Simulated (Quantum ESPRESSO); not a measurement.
Crystal: Al2Au.

```
CELL_PARAMETERS angstrom
0.00000 3.00000 3.00000
3.00000 0.00000 3.00000
3.00000 3.00000 0.00000
ATOMIC_POSITIONS crystal
Au 0.00000 0.00000 0.00000
Al 0.75000 0.75000 0.75000
Al 0.25000 0.25000 0.25000
```

Base run:

```yaml
Program: Quantum ESPRESSO 7.5
Functional: PBE
Potentials_or_basis: PseudoDojo 0.4 FR PBE standard
Cutoff: 1034 eV
Density_cutoff: 4136 eV
k_mesh: 8 × 8 × 8
Occupations: fermi-dirac, width 0.05 eV
Spin: spin-orbit coupling, no magnetisation
```

Its results: band gap on the k mesh none (metal or under the smearing width); pressure 2.4 GPa.

Task: The run is repeated on the same cell with these changes: potentials or basis from PseudoDojo 0.4 FR PBE standard to PseudoDojo 0.4.1 SR PBE standard; spin from spin-orbit coupling, no magnetisation to no spin polarisation. What comes out?

Result: Band gap on the k mesh none (metal or under the smearing width); pressure 3.1 GPa.

Caveats: spin-orbit coupling is left out, which moves the levels of the heavy elements (some runs).
